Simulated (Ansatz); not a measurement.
A strain series on MoS₂ (started from an entry of an open crystallographic database) with r2SCAN in Ansatz; the unstrained cell is the r2SCAN+rVV10 minimum. Calculated for a static, non-magnetic cell.

Input of the unstrained run:
```yaml
crystal:
  lattice:
    - [1.5875903418, 0.9165957112, 6.1939280997]
    - [-1.5875903418, 0.9165957112, 6.1939280997]
    - [0.0, -1.8331914224, 6.1939280997]
  atoms:
    - { symbol: Mo, position: [9.65174e-05, 9.65174e-05, 9.65174e-05] }
    - { symbol: S, position: [0.249790678, 0.249790678, 0.249790678] }
    - { symbol: S, position: [0.4171128046, 0.4171128046, 0.4171128046] }
kpoints:
  mp_grid: { grid: [10, 10, 10] }
  band_path:
    path:
      - [0.0, 0.0, 0.0]
      - [-0.5, -0.5, -0.5]
      - [-0.5, -0.1812659677, -0.8187340323]
      - [-0.1812659677, 0.1812659677, -0.5]
      - [0.0, 0.0, -0.5]
      - [0.0, 0.3406329838, -0.3406329838]
      - [-0.3406329838, 0.0, -0.6593670162]
      - [-0.5, 0.0, -0.5]
      - [-0.1631393709, 0.1631393709, -0.5]
      - [-0.179687, 0.0, 0.179688]
    npoints: 1
hamiltonian:
  xc: r2scan
scf:
  occupations: { method: fixed }
  n_extra_bands: 4
output:
  forces: true
  stress: true
  eigenvalues: true
  write_density: true
  write_potential: true
  elf: true
  volumetric_format: npy
```

Its main results, and the levels near the gap at the points of the path (eV from the Fermi energy, bands numbered from 0, names kept under strain):
```
Crystal: 3 atoms, lattice volume = 54.080 Å³
Basis set: ecut = 500 eV, 1379 PW (Γ), FFT grids on a1−a2, a2, −a2+a3
Symmetry: 6 space group operations
Space group: R3m (ITA 160)
k-points: 116 of 1000 (time reversal used)
Free energy (F): -6782.148121 eV
Fermi energy:    10.677828 eV
--- Forces (eV/Å), atoms counted from 1 ---
  atom   1  Mo      0.00000      0.00000    -0.00049
  atom   2  S       0.00000      0.00000      0.05620
  atom   3  S       0.00000      0.00000    -0.05569
--- Stress (GPa, compression-positive) ---
        1.202297       0.000000       0.000000
        0.000000       1.202297       0.000000
        0.000000       0.000000       1.057171
  P = ⅓ Tr σ = 1.1539 GPa (11.539 kbar)
```
```tsv
point	band_10	band_11	band_12	band_13	band_14	band_15
Γ	-2.396	-1.365	-1.156	2.165	2.165	2.531
T	-2.367	-2.367	0.000	2.256	2.256	2.402
H₂	-3.893	-2.948	-0.781	1.069	2.459	3.127
H₀	-3.893	-2.948	-0.781	1.069	2.459	3.127
L	-2.471	-1.758	-1.487	1.685	2.109	3.631
S₀	-3.816	-3.001	-0.764	1.040	2.461	3.115
S₂	-3.816	-3.001	-0.764	1.040	2.461	3.115
F	-3.033	-1.938	-1.322	1.639	2.232	3.247
(-0.163,0.163,-1/2)	-3.780	-3.015	-0.765	1.031	2.440	3.089
(-0.180,0,0.180)	-2.897	-1.757	-1.565	1.043	1.906	2.507
```

Isotropic +0.46 % on every length. The input changes in these blocks:
```yaml
crystal:
  lattice:
    - [1.5948932573, 0.9208120515, 6.222420169]
    - [-1.5948932573, 0.9208120515, 6.222420169]
    - [0.0, -1.8416241029, 6.222420169]
  atoms:
    - { symbol: Mo, position: [9.71649e-05, 9.71649e-05, 9.71649e-05] }
    - { symbol: S, position: [0.2503862168, 0.2503862168, 0.2503862168] }
    - { symbol: S, position: [0.4165166183, 0.4165166183, 0.4165166183] }
kpoints:
  mp_grid: { grid: [10, 10, 10] }
  band_path:
    path:
      - [0.0, 0.0, 0.0]
      - [-0.5, -0.5, -0.5]
      - [-0.5, -0.1812659677, -0.8187340323]
      - [-0.1812659677, 0.1812659677, -0.5]
      - [0.0, 0.0, -0.5]
      - [0.0, 0.3406329838, -0.3406329838]
      - [-0.3406329838, 0.0, -0.6593670162]
      - [-0.5, 0.0, -0.5]
      - [-0.1631393709, 0.1631393709, -0.5]
      - [0.125, 0.458333, -0.205729]
    npoints: 1
output:
  forces: true
  stress: true
  eigenvalues: true
```

```
Crystal: 3 atoms, lattice volume = 54.829 Å³
Basis set: ecut = 500 eV, 1397 PW (Γ), FFT grids on a1−a3, a2−a3, a3
Symmetry: 6 space group operations
Space group: R3m (ITA 160)
k-points: 116 of 1000 (time reversal used)
Free energy (F): -6782.152294 eV
Fermi energy:    10.470267 eV
--- Forces (eV/Å), atoms counted from 1 ---
  atom   1  Mo      0.00000      0.00000      0.00061
  atom   2  S       0.00000      0.00000      0.05451
  atom   3  S       0.00000      0.00000    -0.05509
--- Stress (GPa, compression-positive) ---
       -0.196980       0.000000       0.000000
        0.000000      -0.196980       0.000000
        0.000000       0.000000       0.743802
  P = ⅓ Tr σ = 0.1166 GPa (1.166 kbar)
```
```tsv
point	band_10	band_11	band_12	band_13	band_14	band_15
Γ	-2.435	-1.376	-1.102	2.124	2.124	2.493
T	-2.407	-2.407	0.000	2.209	2.209	2.372
H₂	-3.863	-2.927	-0.799	0.999	2.470	3.079
H₀	-3.863	-2.927	-0.799	0.999	2.470	3.079
L	-2.451	-1.812	-1.477	1.621	2.057	3.610
S₀	-3.792	-2.976	-0.782	0.971	2.473	3.069
S₂	-3.792	-2.976	-0.782	0.971	2.473	3.069
F	-2.986	-1.977	-1.323	1.577	2.168	3.221
(-0.163,0.163,-1/2)	-3.757	-2.989	-0.782	0.962	2.454	3.045
(1/8,0.458,-0.206)	-3.765	-2.986	-0.780	0.961	2.457	3.050
```

r2SCAN: the gap goes from 1.031 to 0.961 eV (-0.070 eV); the edges go from T → (-0.163, 0.163, -1/2) to T → (1/8, 0.458, -0.206).

Biaxial -1.14 % in x and y, z held. The input changes in these blocks:
```yaml
crystal:
  lattice:
    - [1.5694918119, 0.9061465201, 6.1939280997]
    - [-1.5694918119, 0.9061465201, 6.1939280997]
    - [0.0, -1.8122930401, 6.1939280997]
  atoms:
    - { symbol: Mo, position: [9.41784e-05, 9.41784e-05, 9.41784e-05] }
    - { symbol: S, position: [0.2491934938, 0.2491934938, 0.2491934938] }
    - { symbol: S, position: [0.4177123279, 0.4177123279, 0.4177123279] }
kpoints:
  mp_grid: { grid: [10, 10, 10] }
  band_path:
    path:
      - [0.0, 0.0, 0.0]
      - [-0.5, -0.5, -0.5]
      - [-0.5, -0.1812659677, -0.8187340323]
      - [-0.1812659677, 0.1812659677, -0.5]
      - [0.0, 0.0, -0.5]
      - [0.0, 0.3406329838, -0.3406329838]
      - [-0.3406329838, 0.0, -0.6593670162]
      - [-0.5, 0.0, -0.5]
      - [-0.1631393709, 0.1631393709, -0.5]
      - [0.0, 0.179688, -0.182292]
    npoints: 1
```

```
Crystal: 3 atoms, lattice volume = 52.854 Å³
Basis set: ecut = 500 eV, 1349 PW (Γ), FFT grids on a1−a2, a2, −a2+a3
Symmetry: 6 space group operations
Space group: R3m (ITA 160)
k-points: 116 of 1000 (time reversal used)
Free energy (F): -6782.124307 eV
Fermi energy:    10.961928 eV
--- Forces (eV/Å), atoms counted from 1 ---
  atom   1  Mo      0.00000      0.00000    -0.00012
  atom   2  S       0.00000      0.00000      0.05512
  atom   3  S       0.00000      0.00000    -0.05515
--- Stress (GPa, compression-positive) ---
        4.758231       0.000000       0.000000
        0.000000       4.758231       0.000000
        0.000000       0.000000       1.416617
  P = ⅓ Tr σ = 3.6444 GPa (36.444 kbar)
```
```tsv
point	band_10	band_11	band_12	band_13	band_14	band_15
Γ	-2.229	-1.379	-1.235	2.335	2.335	2.676
T	-2.200	-2.200	0.000	2.429	2.429	2.543
H₂	-3.897	-2.956	-0.684	1.304	2.483	3.284
H₀	-3.897	-2.956	-0.684	1.304	2.483	3.284
L	-2.490	-1.573	-1.452	1.903	2.286	3.760
S₀	-3.815	-3.013	-0.668	1.275	2.485	3.267
S₂	-3.815	-3.013	-0.668	1.275	2.485	3.267
F	-3.073	-1.763	-1.263	1.858	2.435	3.368
(-0.163,0.163,-1/2)	-3.779	-3.028	-0.670	1.264	2.463	3.238
(0,0.180,-0.182)	-2.799	-1.728	-1.495	1.061	2.085	2.637
```

r2SCAN: the gap goes from 1.031 to 1.061 eV (+0.030 eV); the edges go from T → (-0.163, 0.163, -1/2) to T → Γ–S₀ (0.53).

Uniaxial +5.12 % along z, other directions held. The input changes in these blocks:
```yaml
crystal:
  lattice:
    - [1.5875903418, 0.9165957112, 6.5110572184]
    - [-1.5875903418, 0.9165957112, 6.5110572184]
    - [0.0, -1.8331914224, 6.5110572184]
  atoms:
    - { symbol: Mo, position: [0.0001053484, 0.0001053484, 0.0001053484] }
    - { symbol: S, position: [0.2536871627, 0.2536871627, 0.2536871627] }
    - { symbol: S, position: [0.4132074889, 0.4132074889, 0.4132074889] }
kpoints:
  mp_grid: { grid: [10, 10, 10] }
  band_path:
    path:
      - [0.0, 0.0, 0.0]
      - [-0.5, -0.5, -0.5]
      - [-0.5, -0.1812659677, -0.8187340323]
      - [-0.1812659677, 0.1812659677, -0.5]
      - [0.0, 0.0, -0.5]
      - [0.0, 0.3406329838, -0.3406329838]
      - [-0.3406329838, 0.0, -0.6593670162]
      - [-0.5, 0.0, -0.5]
      - [-0.1631393709, 0.1631393709, -0.5]
      - [-0.21875, 0.111979, 0.445313]
    npoints: 1
output:
  forces: true
  stress: true
  eigenvalues: true
```

```
Crystal: 3 atoms, lattice volume = 56.849 Å³
Basis set: ecut = 500 eV, 1427 PW (Γ), FFT grids on a1−a3, a2−a3, a3
Symmetry: 6 space group operations
Space group: R3m (ITA 160)
k-points: 116 of 1000 (time reversal used)
Free energy (F): -6782.159308 eV
Fermi energy:    9.686581 eV
--- Forces (eV/Å), atoms counted from 1 ---
  atom   1  Mo      0.00000      0.00000      0.00028
  atom   2  S       0.00000      0.00000      0.05030
  atom   3  S       0.00000      0.00000    -0.05069
--- Stress (GPa, compression-positive) ---
        0.714458       0.000000       0.000000
        0.000000       0.714458       0.000000
        0.000000       0.000000      -0.427700
  P = ⅓ Tr σ = 0.3337 GPa (3.337 kbar)
```
```tsv
point	band_10	band_11	band_12	band_13	band_14	band_15
Γ	-2.169	-1.551	-0.909	2.396	2.396	2.698
T	-2.155	-2.155	0.000	2.443	2.443	2.632
H₂	-3.641	-2.784	-0.582	1.275	2.687	3.276
H₀	-3.641	-2.784	-0.582	1.275	2.687	3.276
L	-2.362	-1.580	-1.261	1.876	2.326	3.826
S₀	-3.593	-2.820	-0.564	1.248	2.685	3.275
S₂	-3.593	-2.820	-0.564	1.248	2.685	3.275
F	-2.739	-1.672	-1.133	1.851	2.419	3.474
(-0.163,0.163,-1/2)	-3.563	-2.830	-0.564	1.240	2.676	3.251
(-0.219,0.112,0.445)	-3.567	-2.829	-0.562	1.239	2.678	3.255
```

r2SCAN: the gap goes from 1.031 to 1.239 eV (+0.208 eV); the edges go from T → (-0.163, 0.163, -1/2) to T → (-0.219, 0.112, 0.445).

Xy shear, engineering strain (angle) -4.78 %. The input changes in these blocks:
```yaml
crystal:
  lattice:
    - [1.5656837043, 0.878652302, 6.1939280997]
    - [-1.6094969793, 0.9545391204, 6.1939280997]
    - [0.043813275, -1.8331914224, 6.1939280997]
  atoms:
    - { symbol: Mo, position: [0.0032509934, -0.0026961645, -0.0002613778] }
    - { symbol: S, position: [0.2484842631, 0.2509532006, 0.2499766788] }
    - { symbol: S, position: [0.4152647435, 0.4187429639, 0.4172846991] }
kpoints:
  mp_grid: { grid: [10, 10, 10] }
  band_path:
    path:
      - [0.0, 0.0, 0.0]
      - [-0.5, -0.5, -0.5]
      - [-0.5, -0.1812659677, -0.8187340323]
      - [-0.1812659677, 0.1812659677, -0.5]
      - [0.0, 0.0, -0.5]
      - [0.0, 0.3406329838, -0.3406329838]
      - [-0.3406329838, 0.0, -0.6593670162]
      - [-0.5, 0.0, -0.5]
      - [-0.1631393709, 0.1631393709, -0.5]
      - [0.184896, 0.0, -0.177083]
    npoints: 1
output:
  forces: true
  stress: true
  eigenvalues: true
```

```
Crystal: 3 atoms, lattice volume = 54.049 Å³
Basis set: ecut = 500 eV, 1373 PW (Γ), FFT grids on a1−a3, −a1+a2, a1
Symmetry: 1 space group operations
Space group: P1 (ITA 1)
k-points: 504 of 1000 (time reversal used)
Free energy (F): -6782.114993 eV
Fermi energy:    10.672624 eV
--- Forces (eV/Å), atoms counted from 1 ---
  atom   1  Mo    -0.00390      0.00019      0.00021
  atom   2  S       0.00176    -0.00010      0.05881
  atom   3  S       0.00214    -0.00008    -0.05901
--- Stress (GPa, compression-positive) ---
        1.377844       4.064899       0.176486
        4.064899       1.710298       0.005223
        0.176485       0.005223       1.026018
  P = ⅓ Tr σ = 1.3714 GPa (13.714 kbar)
```
```tsv
point	band_10	band_11	band_12	band_13	band_14	band_15
Γ	-2.220	-1.348	-1.150	2.048	2.326	2.333
T	-2.500	-2.182	0.000	2.132	2.205	2.425
H₂	-3.845	-2.988	-0.752	1.048	2.493	3.158
H₀	-3.880	-2.929	-0.756	1.085	2.470	3.137
L	-2.441	-1.746	-1.467	1.600	2.221	3.570
S₀	-3.833	-2.930	-0.733	1.072	2.477	3.079
S₂	-3.772	-3.035	-0.746	1.042	2.471	3.172
F	-3.127	-1.643	-1.433	1.628	2.223	3.335
(-0.163,0.163,-1/2)	-3.770	-2.994	-0.742	1.047	2.452	3.100
(0.185,0,-0.177)	-2.815	-1.709	-1.632	1.042	2.045	2.381
```

r2SCAN: the gap goes from 1.031 to 1.042 eV (+0.011 eV); the S₀ points, equivalent before, split by 30 meV, and the conduction bottom lies at those like (-0.341, 0, -0.659); the edges go from T → (-0.163, 0.163, -1/2) to T → S₀.

The runs are scalar-relativistic, without spin-orbit coupling.
